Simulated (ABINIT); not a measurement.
WC (Qusongite):

```xyz
2
Lattice="2.9065 0.0000 0.0000 -1.4532 2.5171 0.0000 0.0000 0.0000 2.8366" Properties=species:S:1:pos:R:3 pbc="T T T"
W     0.0000    0.0000    0.0000
C     1.4533    0.8390    1.4183
```

Base run:

| Item | Value |
| --- | --- |
| Program | ABINIT 10.8.3 (patched build) |
| Functional | WC |
| Potentials or basis | JTH PAW PBE v2.0 |
| Cutoff | 517 eV |
| k mesh | 10 × 10 × 9 |
| Occupations | fermi-dirac, width 0.05 eV |
| Spin | no spin polarisation |

Its results: band gap on the k mesh none (metal or under the smearing width); pressure -0.7 GPa.

Problem. The run is repeated on the same cell with these changes: functional from WC to SOGGA. What comes out?

Solution. Band gap on the k mesh none (metal or under the smearing width); pressure -5.0 GPa.

Caveats: the PAW data sets were made with another functional, which shifts forces and pressure a little; spin-orbit coupling is left out, which moves the levels of the heavy elements.
